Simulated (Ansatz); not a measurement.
## A strain series on SrO (rocksalt): xy shear, engineering strain (angle)

SrO in the rocksalt structure, relaxed with r2SCAN in Ansatz, then strained (xy shear, engineering strain (angle); angles, axes as in the cell below) with the atoms relaxed again within the symmetry that is left. The symmetry is Fm-3m (No. 225, cubic); conventional cell a = 5.160 Å, 17.17 Å³ an atom. Sr is surrounded by 6 O at 2.58 Å; O is surrounded by 6 Sr at 2.58 Å. No spin polarisation and no zero-point or thermal motion.

```yaml
crystal:
  lattice:
    - [0.00000, 2.57989, 2.57989]
    - [2.57989, 0.00000, 2.57989]
    - [2.57989, 2.57989, 0.00000]
  atoms:
    - { symbol: Sr, position: [0.00000, 0.00000, 0.00000] }
    - { symbol: O, position: [0.50000, 0.50000, 0.50000] }
```

Gaps are the least over each mesh (PBE 8×8×8, r2SCAN 8×8×8, HSE06 6×6×6 when unstrained) and the special points, which keep their unstrained names; stress is the change from the unstrained cell, compression positive.

```tsv
strain (%)	gap, PBE (eV)	gap, r2SCAN (eV)	gap, HSE06 (eV)	edges, HSE06	xy stress, r2SCAN (GPa)	energy rise, r2SCAN (meV/atom)
-1.5	3.300	3.782	4.776	Γ → X	+0.83	0.7
0.0	3.318	3.799	4.794	Γ → X	0.00	0.0
+0.5	3.312	3.794	4.789	Γ → X	-0.28	0.1
+2.06	3.293	3.774	4.769	Γ → X	-1.14	1.3
```

The meshes of the hybrids are coarse, so their gaps aren't converged to the digits shown.
